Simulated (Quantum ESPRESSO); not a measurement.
# Ta (Im-3m) in Quantum ESPRESSO: further runs, part 2 of 3

Quantum ESPRESSO 7.5. Earlier steps stand in the parts before.

## Step 3: Phonons, LDA, target pressure 2 GPa, at which the enthalpy is minimised

The input, pw.in:

```
&CONTROL
  calculation = 'scf'
  prefix = 'pwscf'
  outdir = './tmp'
  pseudo_dir = './pseudo'
  tprnfor = .true.
  tstress = .true.
  disk_io = 'low'
/
&SYSTEM
  ibrav = 0
  nat = 1
  ntyp = 1
  ecutwfc = 56
  ecutrho = 448
  nbnd = 12
  occupations = 'smearing'
  smearing = 'mv'
  degauss = 0.01469973
/
&ELECTRONS
  conv_thr = 2d-10
  electron_maxstep = 120
  mixing_beta = 0.5
/
ATOMIC_SPECIES
Ta   180.9479 ta_lda_v1.uspp.F.UPF
CELL_PARAMETERS angstrom
  -1.6512800000    1.6512800000    1.6512800000
   1.6512800000   -1.6512800000    1.6512800000
   1.6512800000    1.6512800000   -1.6512800000
ATOMIC_POSITIONS crystal
Ta     0.0000000000    0.0000000000    0.0000000000
K_POINTS automatic
11 11 11 0 0 0
```

The input, relax.in:

```
&CONTROL
  calculation = 'vc-relax'
  prefix = 'pwscf'
  outdir = './tmp'
  pseudo_dir = './pseudo'
  tprnfor = .true.
  tstress = .true.
  disk_io = 'low'
  nstep = 40
  forc_conv_thr = 0.0001
  etot_conv_thr = 1d-06
/
&SYSTEM
  ibrav = 0
  nat = 1
  ntyp = 1
  ecutwfc = 56
  ecutrho = 448
  nbnd = 12
  occupations = 'smearing'
  smearing = 'mv'
  degauss = 0.01469973
/
&ELECTRONS
  conv_thr = 2d-10
  electron_maxstep = 120
  mixing_beta = 0.5
/
&IONS
  ion_dynamics = 'bfgs'
/
&CELL
  cell_dynamics = 'bfgs'
  press = 20
  press_conv_thr = 0.2
/
ATOMIC_SPECIES
Ta   180.9479 ta_lda_v1.uspp.F.UPF
CELL_PARAMETERS angstrom
  -1.6512800000    1.6512800000    1.6512800000
   1.6512800000   -1.6512800000    1.6512800000
   1.6512800000    1.6512800000   -1.6512800000
ATOMIC_POSITIONS crystal
Ta     0.0000000000    0.0000000000    0.0000000000
K_POINTS automatic
11 11 11 0 0 0
```

The input, scf2.in:

```
&CONTROL
  calculation = 'scf'
  prefix = 'pwscf'
  outdir = './tmp'
  pseudo_dir = './pseudo'
  tprnfor = .true.
  tstress = .true.
  disk_io = 'low'
/
&SYSTEM
  ibrav = 0
  nat = 1
  ntyp = 1
  ecutwfc = 56
  ecutrho = 448
  nbnd = 12
  occupations = 'smearing'
  smearing = 'mv'
  degauss = 0.01469973
/
&ELECTRONS
  conv_thr = 1d-13
  electron_maxstep = 120
  mixing_beta = 0.5
  startingpot = 'file'
  startingwfc = 'file'
/
ATOMIC_SPECIES
Ta   180.9479 ta_lda_v1.uspp.F.UPF
CELL_PARAMETERS angstrom
  -1.6214501134    1.6214501134    1.6214501134
   1.6214501134   -1.6214501134    1.6214501134
   1.6214501134    1.6214501134   -1.6214501134
ATOMIC_POSITIONS crystal
Ta     0.0000000000    0.0000000000    0.0000000000
K_POINTS automatic
11 11 11 0 0 0
```

The input, ph.in:

```
phonons of Ta
&INPUTPH
  prefix = 'pwscf'
  outdir = './tmp'
  tr2_ph = 1d-18
  fildyn = 'dyn'
  niter_ph = 90
  alpha_mix(1) = 0.4
/
0.4330127019 0.4330127019 0.4330127019
```

Potentials or basis: GBRV 1.5 LDA.

The run is started by

```
> OMP_NUM_THREADS=1 pw.x -in pw.in > pw.out
> OMP_NUM_THREADS=1 pw.x -in relax.in > relax.out
> OMP_NUM_THREADS=1 pw.x -in scf2.in > scf2.out
> OMP_NUM_THREADS=1 ph.x -in ph.in > ph.out
```

pw.out:

```text
This program is part of the open-source Quantum ESPRESSO suite
     for quantum simulation of materials; please cite
[... 9 lines left out ...]
     --------------------
     sticks:   dense  smooth     PW     G-vecs:    dense   smooth      PW
     Sum         977     483    159                19381     6819    1253

     Using Slab Decomposition

     bravais-lattice index     =            0
     lattice parameter (alat)  =       5.4048  a.u.
     unit-cell volume          =     121.5399 (a.u.)^3
     number of atoms/cell      =            1
     number of atomic types    =            1
     number of electrons       =        13.00
     number of Kohn-Sham states=           12
     kinetic-energy cutoff     =      56.0000  Ry
     charge density cutoff     =     448.0000  Ry
     scf convergence threshold =      2.0E-10
     mixing beta               =       0.5000
     number of iterations used =            8  plain     mixing
     Exchange-correlation= SLA  PZ   NOGX NOGC
                           (   1   1   0   0   0   0   0)

     celldm(1)=   5.404807  celldm(2)=   0.000000  celldm(3)=   0.000000
     celldm(4)=   0.000000  celldm(5)=   0.000000  celldm(6)=   0.000000

     crystal axes: (cart. coord. in units of alat)
               a(1) = (  -0.577350   0.577350   0.577350 )
               a(2) = (   0.577350  -0.577350   0.577350 )
               a(3) = (   0.577350   0.577350  -0.577350 )

     reciprocal axes: (cart. coord. in units 2 pi/alat)
               b(1) = ( -0.000000  0.866025  0.866025 )
               b(2) = (  0.866025 -0.000000  0.866025 )
               b(3) = (  0.866025  0.866025  0.000000 )

     PseudoPot. # 1 for Ta read from file:
     ta_lda_v1.uspp.F.UPF
     Pseudo is Ultrasoft + core correction, Zval = 13.0
     Generated by new atomic code, or converted to UPF format
     Using radial grid of  921 points,  7 beta functions with:
                l(1) =   0
                l(2) =   0
                l(3) =   1
                l(4) =   1
                l(5) =   2
                l(6) =   2
                l(7) =   3
     Q(r) pseudized with  6 coefficients,  rinner =    1.300   1.300   1.300
                                                       1.300   1.300   1.300
                                                       1.300

     atomic species   valence    mass     pseudopotential
     Ta               13.00   180.94790     Ta( 1.00)

     48 Sym. Ops., with inversion, found

   Cartesian axes

     site n.     atom                  positions (alat units)
         1        Ta     tau(   1) = (   0.0000000   0.0000000   0.0000000  )

     number of k points=    56  Marzari-Vanderbilt smearing, width (Ry)=  0.0147
                       cart. coord. in units 2pi/alat
        k(    1) = (   0.0000000   0.0000000   0.0000000), wk =   0.0015026
        k(    2) = (   0.0787296   0.0787296   0.0000000), wk =   0.0180316
        k(    3) = (   0.1574592   0.1574592   0.0000000), wk =   0.0180316
        k(    4) = (   0.2361887   0.2361887   0.0000000), wk =   0.0180316
        k(    5) = (   0.3149183   0.3149183   0.0000000), wk =   0.0180316
        k(    6) = (   0.3936479   0.3936479   0.0000000), wk =   0.0180316
[... 48 lines left out ...]
        k(   55) = (  -0.7872958  -0.0787296  -0.0787296), wk =   0.0120210
        k(   56) = (  -0.0000000  -0.0000000   0.7872958), wk =   0.0090158

     Dense  grid:    19381 G-vectors     FFT dimensions: (  40,  40,  40)

     Smooth grid:     6819 G-vectors     FFT dimensions: (  25,  25,  25)

     Initial potential from superposition of free atoms

     starting charge      12.9991, renormalised to      13.0000

     negative rho (up, down):  9.321E-02 0.000E+00
     Starting wfcs are   13 randomized atomic wfcs

     Self-consistent Calculation

     iteration #  1     ecut=    56.00 Ry     beta= 0.50
     Davidson diagonalization with overlap
     ethr =  1.00E-02,  avg # of iterations =  3.8

     Threshold (ethr) on eigenvalues was too large:
     Diagonalizing with lowered threshold

     Davidson diagonalization with overlap
     ethr =  1.61E-04,  avg # of iterations =  2.0

     negative rho (up, down):  9.561E-02 0.000E+00

     total energy              =    -141.91881259 Ry
     estimated scf accuracy    <       0.02188692 Ry

     iteration #  2     ecut=    56.00 Ry     beta= 0.50
     Davidson diagonalization with overlap
     ethr =  1.68E-04,  avg # of iterations =  1.9
[... 51 lines left out ...]
     iteration #  8     ecut=    56.00 Ry     beta= 0.50
     Davidson diagonalization with overlap
     ethr =  4.94E-12,  avg # of iterations =  1.9

     negative rho (up, down):  9.836E-02 0.000E+00

     End of self-consistent calculation

          k = 0.0000 0.0000 0.0000 (   887 PWs)   bands (ev):

   -48.8438 -14.7542 -14.7542 -14.7542  10.3899  18.9619  18.9619  18.9619
    22.2190  22.2190  32.9640  32.9640

          k = 0.0787 0.0787 0.0000 (   881 PWs)   bands (ev):

   -48.8346 -14.8556 -14.7856 -14.7547  10.7554  18.7303  18.8851  19.3224
    21.8749  22.2216  33.2779  33.5941
[... 263 lines left out ...]
   -48.6516 -15.5904 -15.5904 -15.4595  14.8297  14.8297  21.9658  24.1570
    24.1570  28.0833  28.0833  28.1959

          k =-0.0000-0.0000 0.7873 (   856 PWs)   bands (ev):

   -48.6450 -15.5795 -15.5616 -15.5616  14.5704  14.6149  24.0787  24.0787
    24.8782  26.3071  28.1227  28.1227

     the Fermi energy is    18.2569 ev

!    total energy              =    -141.92073550 Ry
     estimated scf accuracy    <          3.8E-11 Ry
     smearing contrib. (-TS)   =       0.00054355 Ry
     internal energy E=F+TS    =    -141.92127904 Ry

     The total energy is F=E-TS. E is the sum of the following terms:
     one-electron contribution =     -15.50466934 Ry
     hartree contribution      =      14.17609880 Ry
     xc contribution           =     -42.04488507 Ry
     ewald contribution        =     -98.54782342 Ry

     convergence has been achieved in   8 iterations

     negative rho (up, down):  9.836E-02 0.000E+00

     Forces acting on atoms (cartesian axes, Ry/au):

     atom    1 type  1   force =     0.00000000    0.00000000    0.00000000

     Total force =     0.000000     Total SCF correction =     0.000000

     Computing stress (Cartesian axis) and pressure

     negative rho (up, down):  9.836E-02 0.000E+00
          total   stress  (Ry/bohr**3)                   (kbar)     P=      -95.23
  -0.00064735  -0.00000000  -0.00000000          -95.23       -0.00       -0.00
  -0.00000000  -0.00064735  -0.00000000           -0.00      -95.23       -0.00
  -0.00000000  -0.00000000  -0.00064735           -0.00       -0.00      -95.23

=------------------------------------------------------------------------------=
   JOB DONE.
=------------------------------------------------------------------------------=
```

It took 2.4 min on 1 thread of Arm Neoverse V1, shared host; peak memory 0.16 GiB.

What came out:

```yaml
Free_energy: -1930.9538 eV
Relaxed_volume: 17.05 Å³/atom
Relaxed_cell: a = 2.808 Å, b = 2.808 Å, c = 2.808 Å, α = 109.47°, β = 109.47°, γ = 109.47°
Space_group_after_relaxing_to_0.05_Å: Im-3m (No. 229)
Pressure_after_relaxing: 2.0 GPa
Band_gap_on_the_k_mesh: none (metal or under the smearing width)
Highest_phonon_frequency_at_the_q_point_run: 127 cm⁻¹
```

Step by step:
```
step  energy change (eV)  largest force (eV/Å)  pressure (GPa)  volume (Å³)
   1              0.0000                0.0000           -9.52        18.01
   2             -0.0227                0.0000            3.11        16.97
   3             -0.0241                0.0000            1.90        17.06
   4             -0.0240                0.0000            2.00        17.05
```

Final structure:
```
CELL_PARAMETERS angstrom
-1.62145 1.62145 1.62145
1.62145 -1.62145 1.62145
1.62145 1.62145 -1.62145
ATOMIC_POSITIONS crystal
Ta 0.00000 0.00000 0.00000
```

Levels at points of the mesh, in eV from the Fermi level:
```
           k point  band 4  band 5  band 6  band 7  band 8  band 9
(0.00, 0.00, 0.00)  -32.79   -8.06    0.71    0.71    0.71    4.17
```

Phonon frequencies in cm⁻¹ (negative: imaginary):
| q point | frequencies |
| --- | --- |
| (0.250, 0.250, 0.250) | 127 127 127 |

Phonon modes at q = (0.250, 0.250, 0.250) in reciprocal lattice units:
| mode | symmetry | cm⁻¹ |
| --- | --- | --- |
| 1 | T_2 | 127 |
| 2 | T_2 | 127 |
| 3 | T_2 | 127 |

Caveat: the q point doesn't lie on the k mesh, which can shift a metal's frequencies strongly unless the mesh is converged. The run has no spin-orbit coupling, so splittings on Ta are missing.

## Step 4: Phonons, LDA, target pressure 5 GPa, at which the enthalpy is minimised

pw.in is that of step 3.

Edit relax.in of step 3 so:

```diff
@@ -33,3 +33,3 @@
   cell_dynamics = 'bfgs'
-  press = 20
+  press = 50
   press_conv_thr = 0.2
```

Edit scf2.in of step 3 so:

```diff
@@ -30,5 +30,5 @@
 CELL_PARAMETERS angstrom
-  -1.6214501134    1.6214501134    1.6214501134
-   1.6214501134   -1.6214501134    1.6214501134
-   1.6214501134    1.6214501134   -1.6214501134
+  -1.6147854405    1.6147854405    1.6147854405
+   1.6147854405   -1.6147854405    1.6147854405
+   1.6147854405    1.6147854405   -1.6147854405
 ATOMIC_POSITIONS crystal
```

ph.in is that of step 3.

Potentials or basis: GBRV 1.5 LDA.

The run is started by

```
> OMP_NUM_THREADS=1 pw.x -in pw.in > pw.out
> OMP_NUM_THREADS=1 pw.x -in relax.in > relax.out
> OMP_NUM_THREADS=1 pw.x -in scf2.in > scf2.out
> OMP_NUM_THREADS=1 ph.x -in ph.in > ph.out
```

pw.out:

```text
This program is part of the open-source Quantum ESPRESSO suite
     for quantum simulation of materials; please cite
[... 9 lines left out ...]
     --------------------
     sticks:   dense  smooth     PW     G-vecs:    dense   smooth      PW
     Sum         977     483    159                19381     6819    1253

     Using Slab Decomposition

     bravais-lattice index     =            0
     lattice parameter (alat)  =       5.4048  a.u.
     unit-cell volume          =     121.5399 (a.u.)^3
     number of atoms/cell      =            1
     number of atomic types    =            1
     number of electrons       =        13.00
     number of Kohn-Sham states=           12
     kinetic-energy cutoff     =      56.0000  Ry
     charge density cutoff     =     448.0000  Ry
     scf convergence threshold =      2.0E-10
     mixing beta               =       0.5000
[... 186 lines left out ...]
     ethr =  4.94E-12,  avg # of iterations =  1.9

     negative rho (up, down):  9.836E-02 0.000E+00

     End of self-consistent calculation

          k = 0.0000 0.0000 0.0000 (   887 PWs)   bands (ev):

   -48.8438 -14.7542 -14.7542 -14.7542  10.3899  18.9619  18.9619  18.9619
    22.2190  22.2190  32.9640  32.9640
[... 273 lines left out ...]
   -48.6450 -15.5795 -15.5616 -15.5616  14.5704  14.6149  24.0787  24.0787
    24.8782  26.3071  28.1227  28.1227

     the Fermi energy is    18.2569 ev

!    total energy              =    -141.92073550 Ry
     estimated scf accuracy    <          3.8E-11 Ry
     smearing contrib. (-TS)   =       0.00054355 Ry
     internal energy E=F+TS    =    -141.92127904 Ry

     The total energy is F=E-TS. E is the sum of the following terms:
     one-electron contribution =     -15.50466934 Ry
     hartree contribution      =      14.17609880 Ry
     xc contribution           =     -42.04488507 Ry
     ewald contribution        =     -98.54782342 Ry

     convergence has been achieved in   8 iterations

     negative rho (up, down):  9.836E-02 0.000E+00

     Forces acting on atoms (cartesian axes, Ry/au):

     atom    1 type  1   force =     0.00000000    0.00000000    0.00000000

     Total force =     0.000000     Total SCF correction =     0.000000

     Computing stress (Cartesian axis) and pressure

     negative rho (up, down):  9.836E-02 0.000E+00
          total   stress  (Ry/bohr**3)                   (kbar)     P=      -95.23
  -0.00064735  -0.00000000  -0.00000000          -95.23       -0.00       -0.00
  -0.00000000  -0.00064735  -0.00000000           -0.00      -95.23       -0.00
  -0.00000000  -0.00000000  -0.00064735           -0.00       -0.00      -95.23

=------------------------------------------------------------------------------=
   JOB DONE.
=------------------------------------------------------------------------------=
```

scf2.out:

```text
This program is part of the open-source Quantum ESPRESSO suite
     for quantum simulation of materials; please cite
[... 9 lines left out ...]
     --------------------
     sticks:   dense  smooth     PW     G-vecs:    dense   smooth      PW
     Sum         941     471    155                18173     6459    1205
[... 448 lines left out ...]
   0.00033917  -0.00000000  -0.00000000           49.89       -0.00       -0.00
  -0.00000000   0.00033917  -0.00000000           -0.00       49.89       -0.00
  -0.00000000  -0.00000000   0.00033917           -0.00       -0.00       49.89

=------------------------------------------------------------------------------=
   JOB DONE.
=------------------------------------------------------------------------------=
```

Run time: 2.4 min. Hardware: 1 thread of Arm Neoverse V1, shared host; peak memory 0.16 GiB.

What came out:

```yaml
Free_energy: -1930.9492 eV
Relaxed_volume: 16.84 Å³/atom
Relaxed_cell: a = 2.797 Å, b = 2.797 Å, c = 2.797 Å, α = 109.47°, β = 109.47°, γ = 109.47°
Space_group_after_relaxing_to_0.05_Å: Im-3m (No. 229)
Pressure_after_relaxing: 5.0 GPa
Band_gap_on_the_k_mesh: none (metal or under the smearing width)
Highest_phonon_frequency_at_the_q_point_run: 131 cm⁻¹
```

The path:
```
step  energy change (eV)  largest force (eV/Å)  pressure (GPa)  volume (Å³)
   1              0.0000                0.0000           -9.52        18.01
   2             -0.0144                0.0000            7.00        16.71
   3             -0.0199                0.0000            4.78        16.86
   4             -0.0194                0.0000            5.00        16.84
```

Final structure:
```cif
data_structure
_symmetry_space_group_name_H-M 'P 1'
_symmetry_Int_Tables_number 1
_cell_length_a 2.7969
_cell_length_b 2.7969
_cell_length_c 2.7969
_cell_angle_alpha 109.471
_cell_angle_beta 109.471
_cell_angle_gamma 109.471
_cell_volume 16.84
loop_
_atom_site_label
_atom_site_type_symbol
_atom_site_fract_x
_atom_site_fract_y
_atom_site_fract_z
_atom_site_occupancy
Ta1 Ta 0.00000 0.00000 0.00000 1
```

Levels at points of the mesh, in eV from the Fermi level:
```
           k point  band 4  band 5  band 6  band 7  band 8  band 9
(0.00, 0.00, 0.00)  -32.74   -8.10    0.71    0.71    0.71    4.22
```

Phonon frequencies in cm⁻¹ (negative: imaginary):
```csv
q point,frequencies
"(0.250, 0.250, 0.250)",131 131 131
```

Phonon modes at q = (0.250, 0.250, 0.250) in reciprocal lattice units:
| mode | symmetry | cm⁻¹ |
| --- | --- | --- |
| 1 | T_2 | 131 |
| 2 | T_2 | 131 |
| 3 | T_2 | 131 |

Caveat: the cell is more than 3 GPa from zero pressure, which shifts response properties; the q point doesn't lie on the k mesh, which can shift a metal's frequencies strongly unless the mesh is converged.

[end of part 2 of 3]
